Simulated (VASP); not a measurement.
Input of a VASP 6.6.1 run:

Contents of INCAR:

```
ALGO = Fast
EDIFF = 1E-7
EDIFFG = -0.04
ENCUT = 600
GGA = PE
IBRION = 2
ISIF = 3
ISMEAR = 0
LASPH = True
LCHARG = False
LREAL = False
LWAVE = False
NELM = 100
NSW = 90
PREC = Accurate
SIGMA = 0.1
```

KPOINTS

```
k-points
0
Gamma
  6 6 6
```

File POSCAR:

```
In
1.0
    2.0479091869      1.1823609204      3.7976020570
   -2.0479091869      1.1823609204      3.7976020570
    0.0000000000     -2.3647218407      3.7976020570
In
2
Direct
    0.2275400000      0.2275400000      0.2275400000
    0.7724600000      0.7724600000      0.7724600000
```

Potentials or basis: VASP PAW PBE potentials, release 64 (In_d).

The run is started by

```console
$ cat potpaw_PBE.64/In_d/POTCAR > POTCAR
$ mpirun -np 1 vasp_std > vasp.out
```

Q: Estimate the band gap on the k mesh.

A: None (metal or under the smearing width).

Q: Estimate the space group after relaxing (to 0.05 Å).

A: R-3m (No. 166).

Q: Predict the relaxed cell.

A: a = 4.826 Å, b = 4.826 Å, c = 4.826 Å, α = 48.21°, β = 48.21°, γ = 48.21°.

Q: What does it give for the relaxed volume?

A: 28.64 Å³/atom.

Step by step:
```tsv
step	energy change (eV)	largest force (eV/Å)	pressure (GPa)	volume (Å³)
1	0.0000	1.9607	6.95	55.17
2	-0.3746	0.7380	-1.38	65.28
3	-0.3776	0.6703	-1.82	66.43
4	-0.4588	0.5948	-1.50	64.02
5	-0.5358	0.1243	1.54	57.12
6	-0.5475	0.1760	0.16	59.26
7	-0.5485	0.1111	0.52	58.75
8	-0.5574	0.0199	0.02	59.42
9	-0.5584	0.0860	-0.20	59.76
10	-0.5646	0.0670	-0.14	59.35
11	-0.6002	0.0020	0.16	58.07
12	-0.6270	0.1846	1.33	55.27
13	-0.6282	0.1390	1.01	55.89
14	-0.6286	0.1597	1.10	55.62
15	-0.6301	0.1626	1.07	55.65
16	-0.6306	0.1654	1.01	55.68
17	-0.6322	0.1516	0.89	55.87
18	-0.6355	0.1163	0.48	56.47
19	-0.6374	0.0511	-0.28	57.67
20	-0.6375	0.0646	-0.09	57.39
21	-0.6375	0.0621	-0.10	57.43
22	-0.6377	0.0524	-0.09	57.39
23	-0.6380	0.0214	-0.02	57.28
```
